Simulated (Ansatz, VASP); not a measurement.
Two plane-wave programs on Ga

The input POSCAR:

```
Ga
1.0
   -1.3843987196      1.3843987196      2.3112238365
    1.3843987196     -1.3843987196      2.3112238365
    1.3843987196      1.3843987196     -2.3112238365
Ga
1
Direct
    0.0000000000      0.0000000000      0.0000000000
```

INCAR.step1

```
  PREC = Accurate
  ENCUT = 520
  ISMEAR = -1
  SIGMA = 0.05
  LREAL = F
  LASPH = T
  NELM = 100
  NBANDS = 12
  GGA = PE
  ALGO = Normal
  EDIFF = 1E-4
  LWAVE = T
  LCHARG = F
```

The input INCAR.step2:

```
  PREC = Accurate
  ENCUT = 520
  EDIFF = 1E-8
  ISMEAR = -1
  SIGMA = 0.05
  LREAL = F
  LASPH = T
  NELM = 100
  ALGO = Normal
  ISIF = 2
  LWAVE = F
  LCHARG = F
  METAGGA = R2SCAN
  LMIXTAU = T
  LEFG = T
  NBANDS = 12
  ISTART = 1
```

KPOINTS

```
Automatic mesh
0
Gamma
  18 18 18
```

Input for Ansatz:

```yaml
crystal:
  lattice:
    - [-1.3843987196, 1.3843987196, 2.3112238365]
    - [1.3843987196, -1.3843987196, 2.3112238365]
    - [1.3843987196, 1.3843987196, -2.3112238365]
  atoms:
    - { symbol: Ga, position: [0.0, 0.0, 0.0] }
kpoints:
  mp_grid: { grid: [18, 18, 18] }
  band_path:
    path:
      - [0.0, 0.0, 0.0]
      - [0.0, 0.0, 0.5]
      - [0.25, 0.25, 0.25]
      - [0.0, 0.5, 0.0]
      - [0.0, 0.0, 0.0]
      - [0.5, 0.5, -0.5]
      - [0.3396970935, 0.6603029065, -0.3396970935]
      - [-0.3396970935, 0.3396970935, 0.3396970935]
      - [0.0, 0.0, 0.0]
    npoints: 5
scf:
  occupations: { method: fermi_dirac, width: 0.05 }
hamiltonian:
  xc: r2scan
  pseudopotentials: { kind: paw }
output:
  forces: true
  stress: true
  eigenvalues: true
  efg: { contact_densities: true }
```

Alike in both runs: task electric field gradients; functional r2SCAN; k mesh 18 × 18 × 18; occupations fermi-dirac, width 0.05 eV; no spin polarisation.

```csv
,VASP,Ansatz
version,VASP 6.6.1,Ansatz 0.2.0
potentials or method,"VASP PAW PBE potentials, release 64 (Ga_d)","PAW with Ansatz's default frozen-core files, scalar-relativistic"
plane-wave cutoff (eV),520,500
valence electrons in the cell,13,13
```

|  | VASP | Ansatz | Ansatz less VASP |
| --- | --- | --- | --- |
| pressure (GPa) | 0.6 | 0.6 | -0.03 |
| largest component of the traceless stress (GPa) | 0.58 | 0.57 | -0.014 |
| Vzz of the field gradient on the site that differs most (V/Å²) | 31.7 | 33.9 | +2.14 |

Caveats: the PAW data sets were made with another functional, which shifts forces and pressure a little (VASP).
